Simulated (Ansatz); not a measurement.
La2O3:

```xyz
5
Lattice="3.9308 0.0000 0.0000 -1.9654 3.4042 0.0000 0.0000 0.0000 6.1120" Properties=species:S:1:pos:R:3 pbc="T T T"
La    0.0000    2.2694    1.5050
La    1.9654    1.1347    4.6070
O     0.0000    0.0000    0.0000
O     0.0000    2.2694    3.9477
O     1.9654    1.1347    2.1643
```

The cell is a database's computed one.

Base run:

```yaml
Program: Ansatz 0.2.0
Functional: PBE
Potentials_or_basis: Ansatz NC
Cutoff: "1497 eV (not typed: the program's choice for these potentials)"
k_mesh: 8 × 8 × 5
Occupations: fermi-dirac, width 0.05 eV
Spin: no spin polarisation
```

Its results: band gap on the k mesh 3.87 eV, indirect (least direct gap 4.05 eV); pressure 1.9 GPa; largest force 0.018 eV/Å.

Task: The run is repeated on the same cell with these changes: potentials or basis from Ansatz NC to SPMS NC; cutoff from 1497 eV (not typed: the program's choice for these potentials) to 1034 eV (not typed: the program's choice for these potentials). What comes out?

Result: Band gap on the k mesh 3.84 eV, indirect (least direct gap 4.04 eV); pressure 2.5 GPa; largest force 0.075 eV/Å.

Caveats: spin-orbit coupling is left out, which moves the levels of the heavy elements.

A k mesh can miss the band edges.
